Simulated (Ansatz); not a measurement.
## InSb: energy along a strain

InSb, Fm-3m, a = 6.147 Å (as given, not relaxed at this level: -4.1 GPa). This isn't the usual stable structure of the compound. Ansatz: LDA, PAW, 420 eV, Γ-centred 14×14×14 mesh on 2 atoms, Gaussian smearing 0.15 eV; no spin polarisation. Cell vectors (Å): 0.000 3.074 3.074; 3.074 0.000 3.074; 3.074 3.074 0.000. The cell is strained by x per cent times the pattern (0 0 1 0 0 0) in the order xx yy zz yz xz xy (engineering shears), with fractional coordinates held. y is the free energy over the start, V0 = 29.034 Å³/atom.

| x (%) | y (meV/atom) |
| --- | --- |
| -2.00 | ? |
| -1.50 | -9.38 |
| -1.00 | -6.67 |
| -0.50 | -3.54 |
| 0.00 | 0.00 |
| 0.50 | 3.91 |
| 1.00 | 8.15 |
| 1.50 | 12.70 |
| 1.75 | 15.09 |
| 2.00 | 17.54 |

Fit y = c1 x + c2 x² + c3 x³ to the other rows, get the stiffness along the pattern, and predict the missing energy.

Least squares on the rows shown. y = 7.4511 x + 0.73886 x² − 0.039838 x³. The clamped-ion stiffness p·C·p = 2 × 7.389 eV × 160.2 / 29.034 Å³ = 82 GPa, which is C33 in these axes (C11 of the cubic crystal) (second derivative at the start, which stands under stress). At x = -2.00 the fit asked for gives -11.63 meV/atom. The run gave -11.62 meV/atom, so the fit is 0.01 meV/atom too low, a small miss on the scale of the series.